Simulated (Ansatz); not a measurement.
# TiO: the cost of one run

Method: DFT r2SCAN, scalar-relativistic, plane waves, PAW, in Ansatz 0.2.0.

1 further run of the same task is left out (set aside as unsound or not needed).

## 1. Starting point

The structure is hexagonal, space group P-62m (No. 189). Conventional cell: a = 5.018 Å, b = 5.018 Å, c = 2.874 Å, α = 90.00°, β = 90.00°, γ = 120.00°. Ti (site symmetry -6) is surrounded by 6 O at 2.11 Å. Ti (site symmetry -62m) has 3 O at 1.97 Å as nearest neighbours. O (site symmetry m2m) is surrounded by 5 Ti at 1.97 to 2.11 Å.

Structure file:

```cif
data_structure
_symmetry_space_group_name_H-M 'P 1'
_symmetry_Int_Tables_number 1
_cell_length_a 5.0176
_cell_length_b 5.0176
_cell_length_c 2.8742
_cell_angle_alpha 90.000
_cell_angle_beta 90.000
_cell_angle_gamma 120.000
_cell_volume 62.67
loop_
_atom_site_label
_atom_site_type_symbol
_atom_site_fract_x
_atom_site_fract_y
_atom_site_fract_z
_atom_site_occupancy
Ti1 Ti 0.66667 0.33333 0.50000 1
Ti2 Ti 0.33333 0.66667 0.50000 1
Ti3 Ti 0.00000 0.00000 0.00000 1
O1 O 0.60658 0.60658 0.00000 1
O2 O 0.39342 0.00000 0.00000 1
O3 O 0.00000 0.39342 0.00000 1
```

It goes back to an entry of the Materials Project, which need not be the stable form.

It is the result of an earlier relaxation at this level (volume 10.44 Å³/atom; gap on the mesh: none (metal)).

## 2. The same geometry with r2SCAN

Input file input.yaml:

```yaml
crystal:
  lattice:
    - [5.0176385912, 0.0, 0.0]
    - [-2.5088192956, 4.345402487, 0.0]
    - [0.0, 0.0, 2.8742045076]
  atoms:
    - { symbol: Ti, position: [0.6666666667, 0.3333333333, 0.5], spin: 1.0 }
    - { symbol: Ti, position: [0.3333333333, 0.6666666667, 0.5], spin: 1.0 }
    - { symbol: Ti, position: [0.0, 0.0, 0.0], spin: 1.0 }
    - { symbol: O, position: [0.6065794388, 0.6065794388, 0.0] }
    - { symbol: O, position: [0.3934205612, 0.0, 0.0] }
    - { symbol: O, position: [0.0, 0.3934205612, 0.0] }
basis:
  ecutwfc: 500
kpoints:
  mp_grid: { grid: [12, 12, 12] }
  band_path:
    path:
      - [[0.0, 0.0, 0.0], [0.5, 0.0, 0.0], [0.33333333, 0.33333333, 0.0], [0.0, 0.0, 0.0], [0.0, 0.0, 0.5], [0.5, 0.0, 0.5], [0.33333333, 0.33333333, 0.5], [0.0, 0.0, 0.5]]
      - [[0.5, 0.0, 0.5], [0.5, 0.0, 0.0]]
      - [[0.33333333, 0.33333333, 0.5], [0.33333333, 0.33333333, 0.0]]
    npoints: 14
hamiltonian:
  xc: r2scan
scf:
  occupations: { method: gaussian, width: 0.1 }
  n_extra_bands: 15
output:
  forces: true
  stress: true
  eigenvalues: true
  populations: true
  dos: { projected: true, de: 0.02, nscf_kmesh: { grid: [18, 18, 18] } }
  bader: true
  write_density: true
  write_potential: true
  elf: true
  volumetric_format: npy
magnetization:
  spin_polarized: true
```

Started as:

```console
> ansatz run input.yaml --threads 1 --pin off --max-ram 2560MiB --backend cpu --events-out ev --progress --plain --runs-dir out
```

What time and memory should one allow on 1 thread of Intel Xeon Platinum 8488C (Sapphire Rapids), shared host?

About 7.2 min, with a peak of 1.4 GiB.
